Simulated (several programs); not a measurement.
Cs2SnI6 built on the vacancy-ordered double perovskite prototype, relaxed with r2SCAN in Ansatz, was computed with several methods. Space group Fm-3m (No. 225), cubic; conventional cell a = 11.841 Å, 46.11 Å³ an atom. Cs has 12 I at 4.19 Å; Sn has 6 I at 2.88 Å; I has 1 Sn at 2.88 Å and 4 Cs at 4.19 Å. No spin polarisation and no zero-point or thermal motion.

```cif
data_structure
_symmetry_space_group_name_H-M 'P 1'
_symmetry_Int_Tables_number 1
_cell_length_a 8.3727
_cell_length_b 8.3727
_cell_length_c 8.3727
_cell_angle_alpha 60.000
_cell_angle_beta 60.000
_cell_angle_gamma 60.000
_cell_volume 415.03
loop_
_atom_site_label
_atom_site_type_symbol
_atom_site_fract_x
_atom_site_fract_y
_atom_site_fract_z
_atom_site_occupancy
Cs1 Cs 0.25000 0.25000 0.25000 1
Cs2 Cs 0.75000 0.75000 0.75000 1
Sn1 Sn 0.00000 0.00000 0.00000 1
I1 I 0.24365 0.75635 0.75635 1
I2 I 0.24365 0.75635 0.24365 1
I3 I 0.75635 0.24365 0.75635 1
I4 I 0.75635 0.24365 0.24365 1
I5 I 0.75635 0.75635 0.24365 1
I6 I 0.24365 0.24365 0.75635 1
```

Gaps and times are for a single point on this cell; volume and bulk modulus come from each method's own relaxation or energy curve at fixed shape, which is too stiff where a cell has free coordinates or axes. Times are rough, from shared hosts (Arm Neoverse V1; Arm Neoverse V2), and each method has its own mesh and cell size. A double dagger marks a value from a curve with shape and coordinates held. PM6 (MOPAC), PM7 (MOPAC), GFN1-xTB (tblite), GFN2-xTB (tblite) treat a cluster of cells at its zone centre, which samples few k points: where these miss a band edge, the gap comes out too large for that reason alone. Gaps from k meshes are read at a limited set of points (mesh, symmetry points, PBE's band edges), so each method's own least gap may be somewhat smaller. xTB and the PM methods were fitted mostly to molecules, and can miss a solid's gap by electronvolts. Minimal bases can be far off for gaps. Times of the plane-wave ladder aren't listed, since it ran on unlike processors and cards. GLLB-SC's gap includes the derivative discontinuity. d marks a direct gap, i an indirect one (no mark: not told apart), a dash a value that wasn't computed or didn't pass its checks.

| method | kind | gap (eV) | own volume (Å³/atom) | bulk modulus (GPa) | atoms computed | processor time |
| --- | --- | --- | --- | --- | --- | --- |
| PBEsol | semilocal | – | 42.85 | – | 9 | – |
| GFN1-xTB (tblite) | tight binding | 0.10 | 42.97‡ | 28‡ | cluster | 1.5 s |
| GFN2-xTB (tblite) | tight binding | 0.11 | – | – | cluster | 2 s |
| PM7 (MOPAC) | semi-empirical | 7.26 | 49.69‡ | 50‡ | cluster | 2.1 s |
| PM6 (MOPAC) | semi-empirical | 4.42 | – | – | cluster | 2.8 s |
| light PBE (260 eV and a coarse mesh) | light plane-wave | 0.18 d | – | – | 9 | 6.2 s |
| PBE | semilocal | 0.20 d | 48.51 | 16‡ | 9 | – |
| PBE/SZV (CP2K) | small basis | 0.35 d | – | – | 9 | 22 s |
| LDA | semilocal | 0.03 d | 39.93 | – | 9 | – |
| r2SCAN | semilocal | 0.46 d | 46.11 | 20‡ | 9 | – |
| PBE/DZVP (CP2K) | small basis | 0.10 d | 48.73‡ | 16‡ | 9 | 50 s |
| GLLB-SC (GPAW) | model potential | 0.90 | – | – | 9 | 2.1 min |
| PBE+SOC | semilocal | 0.15 d | – | – | 9 | – |
| HSE06 | hybrid | 0.96 d | – | – | 9 | – |
| PBE0 | hybrid | 1.65 d | – | – | 9 | – |
| r2SCANh | hybrid | 0.98 d | – | – | 9 | – |
| DDH-PBE0 | hybrid | 1.41 d | – | – | 9 | – |

Problem. How far from the measured values lie the methods that can be set against them?

Solution.
- Band gap, measured 1.3 eV: GFN1-xTB (tblite) -1.20 eV, GFN2-xTB (tblite) -1.19 eV, PM7 (MOPAC) +5.96 eV, PM6 (MOPAC) +3.12 eV, light PBE (260 eV and a coarse mesh) -1.12 eV, PBE -1.10 eV, PBE/SZV (CP2K) -0.95 eV, LDA -1.27 eV, r2SCAN -0.84 eV, PBE/DZVP (CP2K) -1.20 eV, GLLB-SC (GPAW) -0.40 eV, PBE+SOC -1.15 eV, HSE06 -0.34 eV, PBE0 +0.35 eV, r2SCANh -0.32 eV, DDH-PBE0 +0.11 eV.
- Volume, measured 43.67 Å³ an atom: PBEsol -1.9 %, PBE +11.1 %, LDA -8.6 %, r2SCAN +5.6 %.
The calculations are for a static lattice; samples hold vibrations, temperature and, in optical gaps, excitons. A measured value is shown where most reports agree with it, and only for the quantities listed. Sources: 1.3 eV (optical absorption gap, lower end of the halide series; “Changes in charge density vs changes in formal oxidation states: The case of Sn halide perovskites and their ordered vacancy analogues”; optical absorption gap quoted as the end of a range over the halide series; 2017; arxiv:1705.01565); 43.67 Å³ an atom (from the lattice constants; cubic a; “Changes in charge density vs changes in formal oxidation states: The case of Sn halide perovskites and their ordered vacancy analogues”; measurement temperature not stated in the table; 2017; arxiv:1705.01565).

Only the rows marked +SOC include spin-orbit coupling.
